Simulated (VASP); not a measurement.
# InP (F-43m) in VASP: further runs

Runs on InP. Level: PBEsol. Tasks: single point.

All numbers are computed with VASP 6.6.1; they aren't measurements. Logs are shortened: lines on timing, memory, paths and dates and some standing lists are left out, and cuts for length are marked.

## Step 1: The structure

The structure is cubic, space group F-43m (No. 216). The conventional cell has a = 5.861 Å, b = 5.861 Å, c = 5.861 Å, α = 90.00°, β = 90.00°, γ = 90.00°. In (site symmetry -43m) has 4 P at 2.54 Å as nearest neighbours. P (site symmetry -43m) has 4 In at 2.54 Å as nearest neighbours.

## Step 2: Single point, PBEsol, spin-orbit coupling, no magnetisation

INCAR reads:

```
PREC = Accurate ; ENCUT = 500
EDIFF = 1E-7 ; ISMEAR = 0
SIGMA = 0.02 ; LREAL = False
LASPH = True ; NELM = 100
ALGO = Normal ; ISIF = 2
LWAVE = False ; LCHARG = False
MAGMOM = 0 0 0 0 0 0 ; LORBIT = 11
LSORBIT = True ; GGA_COMPAT = False
GGA = PS ; NBANDS = 34
```

KPOINTS reads:

```
Automatic mesh
0
Gamma
  6 6 6
```

POSCAR reads:

```
InP
1.0
    0.0000000000      2.9305000000      2.9305000000
    2.9305000000      0.0000000000      2.9305000000
    2.9305000000      2.9305000000      0.0000000000
In P
1 1
Direct
    0.0000000000      0.0000000000      0.0000000000
    0.7500000000      0.7500000000      0.7500000000
```

Potentials or basis: VASP PAW PBE potentials, release 64 (In_d, P).

Command:

```bash
> cat potpaw_PBE.64/In_d/POTCAR potpaw_PBE.64/P/POTCAR > POTCAR
> mpirun -np 1 vasp_ncl > vasp.out
```

OUTCAR:

```text
PREC = Accurate
   ENCUT = 500
   EDIFF = 1E-7
   ISMEAR = 0
   LREAL = False
   LASPH = True
   NELM = 100
   ISIF = 2
   LORBIT = 11
   LSORBIT = True
   GGA = PS

 Found     22 irreducible k-points:

 Following reciprocal coordinates:
            Coordinates               Weight
  0.000000  0.000000  0.000000      1.000000
  0.166667  0.000000  0.000000      4.000000
 -0.166667  0.000000  0.000000      4.000000
  0.333333  0.000000  0.000000      4.000000
 -0.333333  0.000000  0.000000      4.000000
  0.500000  0.000000  0.000000      4.000000
   k-points           NKPTS =     22   k-points in BZ     NKDIM =     22   number of bands    NBANDS=     34
   number of dos      NEDOS =    301   number of ions     NIONS =      2
   total plane-waves  NPLWV =  27000
   dimension x,y,z NGX =    30 NGY =   30 NGZ =   30
   dimension x,y,z NGXF=    60 NGYF=   60 NGZF=   60
   ions per type =               1   1
   NGX,Y,Z   is equivalent  to a cutoff of  12.03, 12.03, 12.03 a.u.
   NGXF,Y,Z  is equivalent  to a cutoff of  24.07, 24.07, 24.07 a.u.
 SYSTEM =  unknown system
   PREC   = accura    normal or accurate (medium, high low for compatibility)
   ISTART =      0    job   : 0-new  1-cont  2-samecut
   ICHARG =      2    charge: 1-file 2-atom 10-const
   ISPIN  =      1    spin polarized calculation?
   LNONCOLLINEAR =      T non collinear calculations
   LSORBIT =      T    spin-orbit coupling
   LASPH  =      T    aspherical Exc in radial PAW
   ENCUT  =  500.0 eV  36.75 Ry    6.06 a.u.   7.56  7.56  7.56*2*pi/ulx,y,z
   NELM   =    100;   NELMIN=  2; NELMDL= -5     # of ELM steps
   EDIFF  = 0.1E-06   stopping-criterion for ELM
   LREAL  =      F    real-space projection
   EDIFFG = 0.1E-05   stopping-criterion for IOM
   NSW    =      0    number of steps for IOM
   IBRION =     -1    ionic relax: 0-MD 1-quasi-New 2-CG
   NFREE  =      0    steps in history (QN), initial steepest desc. (CG)
   ISIF   =      2    stress and relaxation
   ISYM   =      2    0-nonsym 1-usesym 2-fastsym
   POTIM  = 0.5000    time-step for ionic-motion
   TEBEG  =    0.0;   TEEND  =   0.0 temperature during run
   PSTRESS=    0.0 pullay stress
   NELECT =      18.0000    total number of electrons
   NUPDOWN=      -1.0000    fix difference up-down
   EMIN   =  10.00;   EMAX   =-10.00  energy-range for DOS
   EFERMI =   0.00;   METHOD = LEGACY
   ISMEAR =     0;   SIGMA  =   0.02  broadening in eV -4-tet -1-fermi 0-gaus
   EFERMI_NEDOS =   21; number of points for ismear=-14 and -15
   IALGO  =     38    algorithm
   IMIX   =      4    mixing-type and parameters
     AMIX     =   0.40;   BMIX     =  1.00
[... 249 lines left out ...]
  external PRESSURE =       5.4077293 kB  Pullay stress =       0.0000000 kB

 VOLUME and BASIS-vectors are now :
 -----------------------------------------------------------------------------
  energy-cutoff  :      500.00
  volume of cell :       50.33
      direct lattice vectors                 reciprocal lattice vectors
     0.000000000  2.930500000  2.930500000    -0.170619348  0.170619348  0.170619348
     2.930500000  0.000000000  2.930500000     0.170619348 -0.170619348  0.170619348
     2.930500000  2.930500000  0.000000000     0.170619348  0.170619348 -0.170619348

 POSITION                                       TOTAL-FORCE (eV/Angst)
 -----------------------------------------------------------------------------------
      0.00000      0.00000      0.00000        -0.000000     -0.000000     -0.000000
      4.39575      4.39575      4.39575         0.000000      0.000000      0.000000
 -----------------------------------------------------------------------------------
    total drift:                               -0.000000     -0.000000     -0.000000

  FREE ENERGIE OF THE ION-ELECTRON SYSTEM (eV)
  ---------------------------------------------------
  free  energy   TOTEN  =        -9.1785939374 eV

  energy  without entropy=       -9.1785939374  energy(sigma->0) =       -9.17859394

 Spin-Orbit-Coupling matrix elements

 Ion:    1  E_soc:     -0.0724691
 l=   1
     0.0000000    -0.0055297    -0.0055297
    -0.0055297     0.0000000    -0.0055297
    -0.0055297    -0.0055297     0.0000000
 l=   2
     0.0000000    -0.0013425     0.0000000    -0.0013425    -0.0052060
    -0.0013425     0.0000000    -0.0039045    -0.0013425    -0.0013015
     0.0000000    -0.0039045     0.0000000    -0.0039045     0.0000000
    -0.0013425    -0.0013425    -0.0039045     0.0000000    -0.0013015
    -0.0052060    -0.0013015     0.0000000    -0.0013015     0.0000000
 l=   3
     0.0000000     0.0000000     0.0000000     0.0000000     0.0000000     0.0000000     0.0000000
     0.0000000     0.0000000     0.0000000     0.0000000     0.0000000     0.0000000     0.0000000
     0.0000000     0.0000000     0.0000000     0.0000000     0.0000000     0.0000000     0.0000000
     0.0000000     0.0000000     0.0000000     0.0000000     0.0000000     0.0000000     0.0000000
     0.0000000     0.0000000     0.0000000     0.0000000     0.0000000     0.0000000     0.0000000
     0.0000000     0.0000000     0.0000000     0.0000000     0.0000000     0.0000000     0.0000000
     0.0000000     0.0000000     0.0000000     0.0000000     0.0000000     0.0000000     0.0000000

 Ion:    2  E_soc:     -0.0010833
 l=   1
     0.0000000    -0.0001806    -0.0001806
    -0.0001806     0.0000000    -0.0001806
    -0.0001806    -0.0001806     0.0000000
 l=   2
     0.0000000     0.0000000     0.0000000     0.0000000     0.0000000
     0.0000000     0.0000000     0.0000000     0.0000000     0.0000000
     0.0000000     0.0000000     0.0000000     0.0000000     0.0000000
     0.0000000     0.0000000     0.0000000     0.0000000     0.0000000
     0.0000000     0.0000000     0.0000000     0.0000000     0.0000000
 l=   3
     0.0000000     0.0000000     0.0000000     0.0000000     0.0000000     0.0000000     0.0000000
     0.0000000     0.0000000     0.0000000     0.0000000     0.0000000     0.0000000     0.0000000
     0.0000000     0.0000000     0.0000000     0.0000000     0.0000000     0.0000000     0.0000000
     0.0000000     0.0000000     0.0000000     0.0000000     0.0000000     0.0000000     0.0000000
     0.0000000     0.0000000     0.0000000     0.0000000     0.0000000     0.0000000     0.0000000
     0.0000000     0.0000000     0.0000000     0.0000000     0.0000000     0.0000000     0.0000000
     0.0000000     0.0000000     0.0000000     0.0000000     0.0000000     0.0000000     0.0000000

 total charge

# of ion       s       p       d       tot
------------------------------------------
    1        0.827   0.778   9.901  11.506
    2        1.026   1.481   0.000   2.507
--------------------------------------------------
tot          1.853   2.259   9.901  14.013

 magnetization (x)

# of ion       s       p       d       tot
------------------------------------------
    1        0.000  -0.000  -0.000  -0.000
    2       -0.000   0.000   0.000   0.000
--------------------------------------------------
tot         -0.000   0.000  -0.000  -0.000

 magnetization (y)

# of ion       s       p       d       tot
------------------------------------------
    1        0.000   0.000   0.000   0.000
    2        0.000   0.000   0.000   0.000
--------------------------------------------------
tot          0.000   0.000   0.000   0.000

 magnetization (z)

# of ion       s       p       d       tot
------------------------------------------
    1       -0.000  -0.000   0.000  -0.000
    2        0.000   0.000   0.000   0.000
--------------------------------------------------
tot         -0.000   0.000   0.000   0.000
```

OSZICAR:

```text
N       E                     dE             d eps       ncg     rms          rms(c)
DAV:   1     0.156451641779E+03    0.15645E+03   -0.74596E+03  1514   0.117E+03
DAV:   2     0.931630198872E+01   -0.14714E+03   -0.13859E+03  1520   0.327E+02
DAV:   3    -0.871312077529E+01   -0.18029E+02   -0.17659E+02  1778   0.117E+02
DAV:   4    -0.954518799549E+01   -0.83207E+00   -0.82926E+00  1840   0.248E+01
DAV:   5    -0.958726341607E+01   -0.42075E-01   -0.42066E-01  2286   0.539E+00    0.555E+00
DAV:   6    -0.921266869479E+01    0.37459E+00   -0.43069E-01  2178   0.129E+01    0.318E+00
DAV:   7    -0.918164312319E+01    0.31026E-01   -0.18881E-01  2362   0.337E+00    0.122E+00
DAV:   8    -0.917847427350E+01    0.31688E-02   -0.15183E-02  2234   0.149E+00    0.730E-01
DAV:   9    -0.917850256287E+01   -0.28289E-04   -0.16059E-03  1684   0.236E-01    0.174E-01
DAV:  10    -0.917853928574E+01   -0.36723E-04   -0.48496E-04  2136   0.394E-01    0.101E-01
DAV:  11    -0.917858685889E+01   -0.47573E-04   -0.10453E-04  1972   0.106E-01    0.349E-02
DAV:  12    -0.917859383415E+01   -0.69753E-05   -0.22319E-05  1932   0.399E-02    0.174E-02
DAV:  13    -0.917859395158E+01   -0.11743E-06   -0.14010E-06  1820   0.108E-02    0.762E-03
DAV:  14    -0.917859393738E+01    0.14200E-07   -0.17845E-07  1834   0.256E-03
   1 F= -.91785939E+01 E0= -.91785939E+01  d E =-.106797E-30  mag=    -0.0000    -0.0000     0.0000
```

stdout:

```text
POSCAR found type information on POSCAR InP
 POSCAR found :  2 types and       2 ions
 scaLAPACK will be used
 -----------------------------------------------------------------------------
|                                                                             |
|                                                                             |
|     You enforced a specific xc type in the INCAR file but a different       |
|     I HOPE YOU KNOW WHAT YOU ARE DOING!                                     |
|                                                                             |
 -----------------------------------------------------------------------------

 LDA part: xc-table for (Slater+PW92), standard interpolation
 POSCAR, INCAR and KPOINTS ok, starting setup
 FFT: planning ... GRIDC
 FFT: planning ... GRID_SOFT
 FFT: planning ... GRID
 WAVECAR not read
 entering main loop
```

Run time: 61 s. Hardware: 1 thread of Intel Xeon Platinum 8488C (Sapphire Rapids), shared host; peak memory 0.29 GiB.

These settings aren't checked as converged: the numbers below hold their error.

What came out:

| Item | Value |
| --- | --- |
| Free energy | -9.1786 eV |
| Pressure | 0.5 GPa |
| Valence electrons inside the program's atomic spheres | In 11.51; P 2.51 |

Caveat: the PAW data sets were made with another functional, which shifts forces and pressure a little.

## Step 3: Single point, PBEsol, spin-orbit coupling, no magnetisation

Changes to INCAR since step 2:

```diff
@@ -1,2 +1,2 @@
-PREC = Accurate ; ENCUT = 500
+PREC = Accurate ; ENCUT = 400
 EDIFF = 1E-7 ; ISMEAR = 0
```

KPOINTS reads:

```
Automatic mesh
0
Gamma
  7 7 7
```

POSCAR is that of step 2.

Potentials or basis: VASP PAW PBE potentials, release 64 (In_d, P).

Command:

```bash
> cat potpaw_PBE.64/In_d/POTCAR potpaw_PBE.64/P/POTCAR > POTCAR
> mpirun -np 1 vasp_ncl > vasp.out
```

Run time: 58 s. Hardware: 1 thread of Intel Xeon Platinum 8488C (Sapphire Rapids), shared host; peak memory 0.26 GiB.

The run converged, but some of its settings lie outside the range that counts as converged, so its numbers aren't taken as properties of the crystal.

Results:

```
Free energy                                           : -9.1869 eV
Pressure                                              : 0.5 GPa
Valence electrons inside the program's atomic spheres : In 11.51; P 2.51
```

Caveat: the PAW data sets were made with another functional, which shifts forces and pressure a little.

## Step 4: Single point, PBEsol, spin-orbit coupling, no magnetisation

Changes to INCAR since step 3:

```diff
@@ -1,2 +1,2 @@
-PREC = Accurate ; ENCUT = 400
+PREC = Accurate ; ENCUT = 350
 EDIFF = 1E-7 ; ISMEAR = 0
```

KPOINTS reads:

```
Automatic mesh
0
Gamma
  8 8 8
```

POSCAR is that of step 3.

Command:

```bash
> cat potpaw_PBE.64/In_d/POTCAR potpaw_PBE.64/P/POTCAR > POTCAR
> mpirun -np 1 vasp_ncl > vasp.out
```

Wall time 78 s (1 thread of Intel Xeon Platinum 8488C (Sapphire Rapids), shared host); peak memory 0.26 GiB.

The run converged, but some of its settings lie outside the range that counts as converged, so its numbers aren't taken as properties of the crystal.

What came out:

| Item | Value |
| --- | --- |
| Free energy | -9.1886 eV |
| Pressure | 0.3 GPa |
| Valence electrons inside the program's atomic spheres | In 11.51; P 2.51 |

Caveat: the PAW data sets were made with another functional, which shifts forces and pressure a little.

## Step 5: Single point, PBEsol, spin-orbit coupling, no magnetisation

Changes to INCAR since step 4:

```diff
@@ -1,2 +1,2 @@
-PREC = Accurate ; ENCUT = 350
+PREC = Accurate ; ENCUT = 400
 EDIFF = 1E-7 ; ISMEAR = 0
```

KPOINTS is that of step 4.

POSCAR is that of step 4.

Command:

```bash
> cat potpaw_PBE.64/In_d/POTCAR potpaw_PBE.64/P/POTCAR > POTCAR
> mpirun -np 1 vasp_ncl > vasp.out
```

Run time: 73 s. Hardware: 1 thread of Intel Xeon Platinum 8488C (Sapphire Rapids), shared host; peak memory 0.27 GiB.

These settings aren't checked as converged: the numbers below hold their error.

Results:

```
Free energy                                           : -9.1901 eV
Pressure                                              : 0.5 GPa
Valence electrons inside the program's atomic spheres : In 11.51; P 2.51
```

Caveat: the PAW data sets were made with another functional, which shifts forces and pressure a little.

## Step 6: Single point, PBEsol, spin-orbit coupling, no magnetisation

Changes to INCAR since step 5:

```diff
@@ -1,2 +1,2 @@
-PREC = Accurate ; ENCUT = 400
+PREC = Accurate ; ENCUT = 500
 EDIFF = 1E-7 ; ISMEAR = 0
```

KPOINTS is that of step 5.

POSCAR is that of step 5.

Potentials or basis: VASP PAW PBE potentials, release 64 (In_d, P).

Command:

```bash
> cat potpaw_PBE.64/In_d/POTCAR potpaw_PBE.64/P/POTCAR > POTCAR
> mpirun -np 1 vasp_ncl > vasp.out
```

Wall time 2 min (1 thread of Intel Xeon Platinum 8488C (Sapphire Rapids), shared host); peak memory 0.33 GiB.

These settings aren't checked as converged: the numbers below hold their error.

What came out:

| Item | Value |
| --- | --- |
| Free energy | -9.1903 eV |
| Pressure | 0.5 GPa |
| Valence electrons inside the program's atomic spheres | In 11.51; P 2.51 |

Caveat: the PAW data sets were made with another functional, which shifts forces and pressure a little.
